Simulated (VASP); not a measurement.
# Settings for Cd: self-consistent run

Cd, Fm-3m (no. 225), 1 atom in the cell. PBEsol; PAW potentials Cd (PBE set). VASP 6.6.1.

Wanted: energy within 0.2 meV/atom; Fermi level within 0.005 eV.

What the run is for: comparing ways to start; Accuracy asked: tight.

POSCAR:
```
Cd
1.0
    0.0000000000      2.2181497500      2.2181497500
    2.2181497500      0.0000000000      2.2181497500
    2.2181497500      2.2181497500      0.0000000000
Cd
1
Direct
    0.0000000000      0.0000000000      0.0000000000
```

## How the run starts (with a second run first, the time holds both)

| How the run starts (with a second run first, the time holds both) | Energy less reference (meV/atom) | Fermi level (eV) | Time (s) |
|---|---|---|---|
| from scratch: 11 SCF iterations | 0.00 | 2.6027 | 9.4 |
| orbitals of a nearby geometry (ISTART 1): 11 + 8 SCF iterations | 0.00 | 2.6027 | 24 |
| orbitals and density of a nearby geometry: 11 + 6 SCF iterations | 0.00 | 2.6028 | 23 |
| density of a nearby geometry (ICHARG 1): 11 + 11 SCF iterations | 0.00 | 2.6027 | 26 |
| orbitals in the old basis (ISTART 2), symmetry off: 11 + 8 SCF iterations | -1.09 | 2.6027 | 154 |

## Question

For each series: keep the first row unless others stay within the tolerance and take at least 30 % less time, and then take the fastest.

## Answer

- How the run starts (with a second run first, the time holds both): from scratch: 11 SCF iterations

The chosen settings are those of the reference run.

## The input

INCAR:
```
SYSTEM = Cd
GGA = PS
ISMEAR = 1
SIGMA = 0.1
LWAVE = .FALSE.
LCHARG = .FALSE.
ISIF = 2
PREC = Accurate
LASPH = .TRUE.
LREAL = .FALSE.
ALGO = Normal
EDIFF = 1E-6
NELM = 120
GGA_COMPAT = .FALSE.
ENCUT = 400
```

KPOINTS:
```
k-points
0
Gamma
  13 13 13
```

Commands:
```
cat potpaw_PBE.64/Cd/POTCAR > POTCAR
mpirun -np 1 vasp_std > vasp.out
```

The chosen input took VASP 6.6.1 9.4 s on 1 core (Intel Xeon Platinum 8259CL @ 2.50GHz (Skylake/Cascade Lake)), a shared host.

## An input that fails: restart asked without its files

VASP's message: ERROR: charge density could not be read from file CHGCAR for ICHARG>10.

Changes against the starting input:
```
- NELM = 120
+ NELM = 60
+ ICHARG = 11
```
